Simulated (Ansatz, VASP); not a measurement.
One calculation of ZnS, 3 ways

The starting cell:

```xyz
2
Lattice="0.0000 2.7020 2.7020 2.7020 0.0000 2.7020 2.7020 2.7020 0.0000" Properties=species:S:1:pos:R:3 pbc="T T T"
Zn    4.0530    4.0530    4.0530
S     0.0000    0.0000    0.0000
```

Alike in all runs: task relaxation of cell and atoms; functional revPBE; k mesh 9 × 9 × 9; occupations fermi-dirac, width 0.05 eV; no spin polarisation; no spin-orbit coupling.

```tsv
program and potentials	plane-wave cutoff (eV)	notes	equilibrium volume (Å³/atom)
Ansatz, Ansatz PAW	420	potentials made for PBE, which Ansatz adapts in part	20.71
Ansatz, all-electron LAPW, scalar-relativistic	-	-	20.72
VASP, PBE PAW files S, Zn, 600 eV	600	potentials made for PBE	20.77
```

The equilibrium volume spans 20.71 (Ansatz, Ansatz PAW) to 20.77 Å³/atom (VASP, PBE PAW files S, Zn, 600 eV), with all-electron results at 20.72. Some sets were made for another functional than the one run, which can shift their rows. Relaxations stop with a little pressure left, so the last digit of a volume isn't settled.

The functional is the same throughout but for its coding, so the spread measures potentials, basis and numerics; runs on potential files found faulty are left out.
